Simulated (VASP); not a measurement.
# MgO in VASP: one cell, several levels of theory

Aim: gap, levels, forces and stress of MgO built on the zincblende prototype at fixed geometry. Runs: PBE, r2SCAN, LDA, PBEsol, the dielectric response in PBE. The results are then set beside those of Ansatz 0.2.0 for the same cell. This is a trial cell built on a prototype, not taken from a measured structure, and it needn't be the compound's ground state.

The runs shown are made with VASP 6.6.1. PAW datasets, plane waves. No spin polarisation and no zero-point or thermal motion; the cell was built from a prototype and may be hypothetical.

## 1. The cell

The cell comes from an earlier relaxation with r2SCAN in another program.

It is cubic, F-43m (No. 216); a = 4.564 Å in the conventional setting, 11.88 Å³ an atom. Mg has 4 O at 1.98 Å; O has 4 Mg at 1.98 Å.

As a file:

```cif
data_structure
_symmetry_space_group_name_H-M 'P 1'
_symmetry_Int_Tables_number 1
_cell_length_a 3.2272
_cell_length_b 3.2272
_cell_length_c 3.2272
_cell_angle_alpha 60.000
_cell_angle_beta 60.000
_cell_angle_gamma 60.000
_cell_volume 23.77
loop_
_atom_site_label
_atom_site_type_symbol
_atom_site_fract_x
_atom_site_fract_y
_atom_site_fract_z
_atom_site_occupancy
Mg1 Mg 0.00000 0.00000 0.00000 1
O1 O 0.25000 0.25000 0.25000 1
```

## 2. PBE at this geometry

INCAR

```
ENCUT = 520.000000
SIGMA = 0.020000
EDIFF = 1.00e-07
GGA = PE
PREC = Accurate
IBRION = -1
ISIF = 2
ISMEAR = -1
NBANDS = 11
NELM = 120
NSW = 0
LASPH = .TRUE.
LCHARG = .FALSE.
LWAVE = .FALSE.
LREAL = .FALSE.
```

KPOINTS

```
KPOINTS created by Atomic Simulation Environment
0
Gamma
10 10 10
0 0 0
```

KPOINTS_OPT

```
special points
6
Reciprocal
0.0000000000 0.0000000000 0.0000000000 1
0.5000000000 0.0000000000 0.5000000000 1
0.5000000000 0.2500000000 0.7500000000 1
0.3750000000 0.3750000000 0.7500000000 1
0.5000000000 0.5000000000 0.5000000000 1
0.6250000000 0.2500000000 0.6250000000 1
```

POSCAR

```
Mg O
 1.0000000000000000
     0.0000000000000000    2.2820056634339938    2.2820056634339938
     2.2820056634339938    0.0000000000000000    2.2820056634339938
     2.2820056634339938    2.2820056634339938    0.0000000000000000
 Mg  O
   1   1
Cartesian
 -0.0000000000000000  0.0000000000000000 -0.0000000000000000
  1.1410028317169967  1.1410028317169967  1.1410028317169967
```

The run uses the recommended PBE PAW datasets (8 valence electrons a neutral cell).

OSZICAR:

```text
N       E                     dE             d eps       ncg     rms          rms(c)
DAV:   1     0.153003512898E+02    0.15300E+02   -0.44079E+03  1146   0.627E+02
DAV:   2    -0.131145917448E+02   -0.28415E+02   -0.27813E+02  1186   0.135E+02
DAV:   3    -0.138699940245E+02   -0.75540E+00   -0.75481E+00  1266   0.197E+01
DAV:   4    -0.138724532651E+02   -0.24592E-02   -0.24592E-02  1130   0.128E+00
DAV:   5    -0.138724641500E+02   -0.10885E-04   -0.10885E-04  1266   0.823E-02    0.833E+00
DAV:   6    -0.117269880365E+02    0.21455E+01   -0.13567E+01  1148   0.192E+01    0.277E+00
DAV:   7    -0.116982437001E+02    0.28744E-01   -0.11645E-01  1097   0.265E+00    0.153E+00
DAV:   8    -0.116941657072E+02    0.40780E-02   -0.47107E-02  1100   0.240E+00    0.355E-01
DAV:   9    -0.116934008033E+02    0.76490E-03   -0.80674E-04  1224   0.197E-01    0.231E-01
DAV:  10    -0.116933103249E+02    0.90478E-04   -0.15179E-03  1115   0.285E-01    0.120E-02
DAV:  11    -0.116933159165E+02   -0.55916E-05   -0.18314E-05  1208   0.275E-02    0.963E-03
DAV:  12    -0.116933164732E+02   -0.55670E-06   -0.27659E-06  1145   0.120E-02    0.823E-04
DAV:  13    -0.116933164969E+02   -0.23743E-07   -0.15357E-07  1146   0.235E-03
   1 F= -.11693316E+02 E0= -.11693316E+02  d E =-.351105E-13
       N       E                     dE             ncg
DAV:   1     0.353149892993E+03   -0.17916E+04      140
DAV:   2     0.186314602766E+03   -0.16684E+03      153
DAV:   3     0.181918993533E+03   -0.43956E+01      170
DAV:   4     0.181907689322E+03   -0.11304E-01      153
DAV:   5     0.181907635766E+03   -0.53556E-04      158
DAV:   6     0.181907635438E+03   -0.32795E-06      153
DAV:   7     0.181907635436E+03   -0.26373E-08      131
```

The lines after F= are the extra pass for the points of KPOINTS_OPT, at fixed density; their E is not a total energy.

OUTCAR, selected sections:

```text
k-points           NKPTS =     47   k-points in BZ     NKDIM =     47   number of bands    NBANDS=     11

   NELECT =       8.0000    total number of electrons

   dimension x,y,z NGX =    24 NGY =   24 NGZ =   24
   dimension x,y,z NGXF=    48 NGYF=   48 NGZF=   48

  energy-cutoff  :      520.00
  volume of cell :       23.77
      direct lattice vectors                 reciprocal lattice vectors
     0.000000000  2.282005663  2.282005663    -0.219105504  0.219105504  0.219105504
     2.282005663  0.000000000  2.282005663     0.219105504 -0.219105504  0.219105504
     2.282005663  2.282005663  0.000000000     0.219105504  0.219105504 -0.219105504

 k-points in reciprocal lattice and weights: KPOINTS created by Atomic Simulation Env
   0.00000000  0.00000000  0.00000000       0.001
   0.10000000  0.00000000  0.00000000       0.008
   0.20000000  0.00000000  0.00000000       0.008
   0.30000000  0.00000000  0.00000000       0.008
   0.40000000  0.00000000  0.00000000       0.008
   0.50000000  0.00000000  0.00000000       0.004
   0.10000000  0.10000000  0.00000000       0.006
   0.20000000  0.10000000  0.00000000       0.024
[... 39 more k-points ...]

 E-fermi :   1.3355

 k-point     1 :       0.0000    0.0000    0.0000
  band No.  band energies     occupation
      1     -15.1130      2.00000
      2       0.7874      2.00000
      3       0.7874      2.00000
      4       0.7874      2.00000
      5       4.4290      0.00000
      6      17.6030      0.00000
      7      17.6030      0.00000
      8      17.6030      0.00000
      9      21.1082      0.00000
     10      21.1083      0.00000
     11      21.1972      0.00000

 k-point     2 :       0.1000    0.0000    0.0000
  band No.  band energies     occupation
      1     -15.0534      2.00000
      2       0.3134      2.00000
      3       0.7693      2.00000
      4       0.7693      2.00000
      5       4.9864      0.00000
      6      16.7025      0.00000
      7      17.5891      0.00000
      8      17.5891      0.00000
      9      19.7138      0.00000
     10      19.7138      0.00000
     11      20.6645      0.00000

 k-point     3 :       0.2000    0.0000    0.0000
  band No.  band energies     occupation
      1     -14.8939      2.00000
      2      -0.6004      2.00000
      3       0.7224      2.00000
      4       0.7224      2.00000
      5       6.1465      0.00000
      6      14.9191      0.00000
      7      17.0394      0.00000
      8      17.0394      0.00000
      9      19.6038      0.00000
     10      19.6038      0.00000
     11      20.1661      0.00000

 k-point     4 :       0.3000    0.0000    0.0000
  band No.  band energies     occupation
      1     -14.6878      2.00000
      2      -1.4556      2.00000
      3       0.6658      2.00000
      4       0.6658      2.00000
      5       7.4199      0.00000
      6      13.1118      0.00000
      7      16.1949      0.00000
      8      16.1949      0.00000
      9      20.0588      0.00000
     10      20.5761      0.00000
     11      20.5761      0.00000

 k-point     5 :       0.4000    0.0000    0.0000
  band No.  band energies     occupation
      1     -14.5127      2.00000
      2      -2.0425      2.00000
      3       0.6210      2.00000
      4       0.6210      2.00000
      5       8.6565      0.00000
      6      11.5218      0.00000
      7      15.6115      0.00000
      8      15.6115      0.00000
      9      20.2788      0.00000
     10      21.8519      0.00000
     11      21.8519      0.00000

 k-point     6 :       0.5000    0.0000    0.0000
  band No.  band energies     occupation
      1     -14.4437      2.00000
      2      -2.2512      2.00000
      3       0.6041      2.00000
      4       0.6041      2.00000
      5       9.5768      0.00000
      6      10.4757      0.00000
      7      15.4104      0.00000
      8      15.4104      0.00000
      9      20.4505      0.00000
     10      22.5645      0.00000
     11      22.5645      0.00000

 k-point     7 :       0.1000    0.1000    0.0000
  band No.  band energies     occupation
      1     -15.0337      2.00000
      2       0.2766      2.00000
      3       0.7113      2.00000
      4       0.7113      2.00000
      5       5.1501      0.00000
      6      16.8729      0.00000
      7      17.4244      0.00000
      8      17.4244      0.00000
      9      17.9347      0.00000
     10      21.3915      0.00000
     11      22.0325      0.00000

[... the tables of k-points 8 to 47 left out ...]

  Total        0.5168942      0.5168942      0.5168942      0.0000000      0.0000000      0.0000000
  in kB       34.8443305     34.8443305     34.8443305      0.0000000      0.0000000      0.0000000
  external PRESSURE =      34.8443305 kB  Pullay stress =       0.0000000 kB

 POSITION                                       TOTAL-FORCE (eV/Angst)
 -----------------------------------------------------------------------------------
      0.00000      0.00000      0.00000        -0.000000     -0.000000     -0.000000
      1.14100      1.14100      1.14100         0.000000      0.000000      0.000000
 -----------------------------------------------------------------------------------
    total drift:                               -0.000001     -0.000001     -0.000001

  FREE ENERGIE OF THE ION-ELECTRON SYSTEM (eV)
  ---------------------------------------------------
  free  energy   TOTEN  =       -11.6933164969 eV

  energy  without entropy=      -11.6933164969  energy(sigma->0) =      -11.69331650
```

The levels at the points of KPOINTS_OPT are read from vasprun.xml.

Near the gap, in eV above the top of the last filled band v; c is the band after it:

| point | v−1 | v | c | c+1 |
| --- | --- | --- | --- | --- |
| Γ | 0.00 | 0.00 | 3.64 | 16.82 |
| X | -0.74 | -0.74 | 6.26 | 11.56 |
| W | -1.62 | -1.05 | 7.70 | 11.59 |
| K | -1.63 | -0.55 | 7.47 | 11.25 |
| L | -0.18 | -0.18 | 8.79 | 9.69 |
| U | -1.63 | -0.55 | 7.47 | 11.25 |

PBE gives a direct gap of 3.64 eV at Γ. Pressure: 3.48 GPa; the forces vanish within 0.01 eV/Å.

## 3. r2SCAN at this geometry

INCAR

```
ENCUT = 520.000000
SIGMA = 0.010000
EDIFF = 1.00e-07
ALGO = Normal
METAGGA = R2SCAN
PREC = Accurate
IBRION = -1
ISIF = 2
ISMEAR = 0
NBANDS = 11
NELM = 120
NSW = 0
LASPH = .TRUE.
LCHARG = .FALSE.
LWAVE = .FALSE.
LREAL = .FALSE.
```

KPOINTS is that of step 2.

KPOINTS_OPT is that of step 2.

POSCAR is that of step 2.

OSZICAR:

```text
N       E                     dE             d eps       ncg     rms          rms(c)
DAV:   1     0.948001381728E+01    0.94800E+01   -0.45541E+03  1162   0.646E+02
DAV:   2    -0.195159197069E+02   -0.28996E+02   -0.28402E+02  1189   0.141E+02
DAV:   3    -0.202779499052E+02   -0.76203E+00   -0.76143E+00  1266   0.201E+01
DAV:   4    -0.202806483739E+02   -0.26985E-02   -0.26984E-02  1138   0.136E+00
DAV:   5    -0.202806614008E+02   -0.13027E-04   -0.13027E-04  1257   0.929E-02    0.785E+00
DAV:   6    -0.156893230312E+02    0.45913E+01   -0.88418E+00  1172   0.149E+01    0.219E+00
DAV:   7    -0.158284815743E+02   -0.13916E+00   -0.20830E-01  1117   0.316E+00    0.162E+00
DAV:   8    -0.158589456147E+02   -0.30464E-01   -0.94986E-02  1061   0.297E+00    0.617E-01
DAV:   9    -0.158543028550E+02    0.46428E-02   -0.53136E-02  1196   0.142E+00    0.227E-01
DAV:  10    -0.158538833638E+02    0.41949E-03   -0.59803E-03  1130   0.480E-01    0.217E-02
DAV:  11    -0.158538786743E+02    0.46895E-05   -0.14366E-04  1139   0.923E-02    0.311E-03
DAV:  12    -0.158538785576E+02    0.11670E-06   -0.12259E-06  1208   0.116E-02    0.484E-03
DAV:  13    -0.158538780590E+02    0.49866E-06   -0.20137E-06  1184   0.909E-03    0.449E-04
DAV:  14    -0.158538779876E+02    0.71325E-07   -0.12222E-08   613   0.949E-04
   1 F= -.15853878E+02 E0= -.15853878E+02  d E =-.218717E-74
       N       E                     dE             ncg
DAV:   1     0.328710653819E+03   -0.18161E+04      140
DAV:   2     0.154419992469E+03   -0.17429E+03      150
DAV:   3     0.150094198878E+03   -0.43258E+01      173
DAV:   4     0.150082611956E+03   -0.11587E-01      147
DAV:   5     0.150082552848E+03   -0.59108E-04      164
DAV:   6     0.150082552460E+03   -0.38781E-06      144
DAV:   7     0.150082552457E+03   -0.28868E-08      129
```

OUTCAR, selected sections:

```text
k-points           NKPTS =     47   k-points in BZ     NKDIM =     47   number of bands    NBANDS=     11

   NELECT =       8.0000    total number of electrons

   dimension x,y,z NGX =    24 NGY =   24 NGZ =   24
   dimension x,y,z NGXF=    48 NGYF=   48 NGZF=   48

  energy-cutoff  :      520.00
  volume of cell :       23.77
      direct lattice vectors                 reciprocal lattice vectors
     0.000000000  2.282005663  2.282005663    -0.219105504  0.219105504  0.219105504
     2.282005663  0.000000000  2.282005663     0.219105504 -0.219105504  0.219105504
     2.282005663  2.282005663  0.000000000     0.219105504  0.219105504 -0.219105504

 k-points in reciprocal lattice and weights: KPOINTS created by Atomic Simulation Env
   0.00000000  0.00000000  0.00000000       0.001
   0.10000000  0.00000000  0.00000000       0.008
   0.20000000  0.00000000  0.00000000       0.008
   0.30000000  0.00000000  0.00000000       0.008
   0.40000000  0.00000000  0.00000000       0.008
   0.50000000  0.00000000  0.00000000       0.004
   0.10000000  0.10000000  0.00000000       0.006
   0.20000000  0.10000000  0.00000000       0.024
[... 39 more k-points ...]

 E-fermi :   0.4875

 k-point     1 :       0.0000    0.0000    0.0000
  band No.  band energies     occupation
      1     -16.4719      2.00000
      2       0.3607      2.00000
      3       0.3607      2.00000
      4       0.3607      2.00000
      5       4.6824      0.00000
      6      18.2779      0.00000
      7      18.2779      0.00000
      8      18.2779      0.00000
      9      21.7560      0.00000
     10      21.7560      0.00000
     11      21.8767      0.00000

 k-point     2 :       0.1000    0.0000    0.0000
  band No.  band energies     occupation
      1     -16.4140      2.00000
      2      -0.0881      2.00000
      3       0.3424      2.00000
      4       0.3424      2.00000
      5       5.2239      0.00000
      6      17.3466      0.00000
      7      18.2547      0.00000
      8      18.2547      0.00000
      9      20.3279      0.00000
     10      20.3279      0.00000
     11      21.3113      0.00000

 k-point     3 :       0.2000    0.0000    0.0000
  band No.  band energies     occupation
      1     -16.2597      2.00000
      2      -0.9889      2.00000
      3       0.2953      2.00000
      4       0.2953      2.00000
      5       6.3979      0.00000
      6      15.5048      0.00000
      7      17.6279      0.00000
      8      17.6279      0.00000
      9      20.2787      0.00000
     10      20.2787      0.00000
     11      20.8284      0.00000

 k-point     4 :       0.3000    0.0000    0.0000
  band No.  band energies     occupation
      1     -16.0608      2.00000
      2      -1.8498      2.00000
      3       0.2383      2.00000
      4       0.2383      2.00000
      5       7.7190      0.00000
      6      13.6400      0.00000
      7      16.7260      0.00000
      8      16.7260      0.00000
      9      20.7603      0.00000
     10      21.3353      0.00000
     11      21.3353      0.00000

 k-point     5 :       0.4000    0.0000    0.0000
  band No.  band energies     occupation
      1     -15.8927      2.00000
      2      -2.4441      2.00000
      3       0.1931      2.00000
      4       0.1931      2.00000
      5       9.0151      0.00000
      6      11.9938      0.00000
      7      16.1143      0.00000
      8      16.1143      0.00000
      9      21.0285      0.00000
     10      22.7106      0.00000
     11      22.7106      0.00000

 k-point     6 :       0.5000    0.0000    0.0000
  band No.  band energies     occupation
      1     -15.8266      2.00000
      2      -2.6556      2.00000
      3       0.1761      2.00000
      4       0.1761      2.00000
      5       9.9881      0.00000
      6      10.8973      0.00000
      7      15.9042      0.00000
      8      15.9042      0.00000
      9      21.2265      0.00000
     10      23.4960      0.00000
     11      23.4960      0.00000

 k-point     7 :       0.1000    0.1000    0.0000
  band No.  band energies     occupation
      1     -16.3950      2.00000
      2      -0.1186      2.00000
      3       0.2839      2.00000
      4       0.2839      2.00000
      5       5.3847      0.00000
      6      17.5074      0.00000
      7      18.0916      0.00000
      8      18.0916      0.00000
      9      18.5076      0.00000
     10      22.0506      0.00000
     11      22.7461      0.00000

[... the tables of k-points 8 to 47 left out ...]

  Total       -0.0820658     -0.0820658     -0.0820658     -0.0000000     -0.0000000      0.0000000
  in kB       -5.5321306     -5.5321306     -5.5321306     -0.0000000     -0.0000000      0.0000000
  external PRESSURE =      -5.5321306 kB  Pullay stress =       0.0000000 kB

 POSITION                                       TOTAL-FORCE (eV/Angst)
 -----------------------------------------------------------------------------------
      0.00000      0.00000      0.00000         0.000000      0.000000      0.000000
      1.14100      1.14100      1.14100        -0.000000     -0.000000     -0.000000
 -----------------------------------------------------------------------------------
    total drift:                                0.000003      0.000003      0.000003

  FREE ENERGIE OF THE ION-ELECTRON SYSTEM (eV)
  ---------------------------------------------------
  free  energy   TOTEN  =       -15.8538779876 eV

  energy  without entropy=      -15.8538779876  energy(sigma->0) =      -15.85387799
```

The levels at the points of KPOINTS_OPT are read from vasprun.xml.

Near the gap, in eV above the top of the last filled band v; c is the band after it:

| point | v−1 | v | c | c+1 |
| --- | --- | --- | --- | --- |
| Γ | 0.00 | 0.00 | 4.32 | 17.92 |
| X | -0.75 | -0.75 | 6.94 | 12.48 |
| W | -1.60 | -1.04 | 8.41 | 12.52 |
| K | -1.61 | -0.56 | 8.18 | 12.17 |
| L | -0.18 | -0.18 | 9.63 | 10.54 |
| U | -1.61 | -0.56 | 8.18 | 12.17 |

r2SCAN gives a direct gap of 4.32 eV at Γ. Pressure: -0.55 GPa; the forces vanish within 0.01 eV/Å.

(Part 1 of 3 ends here.)
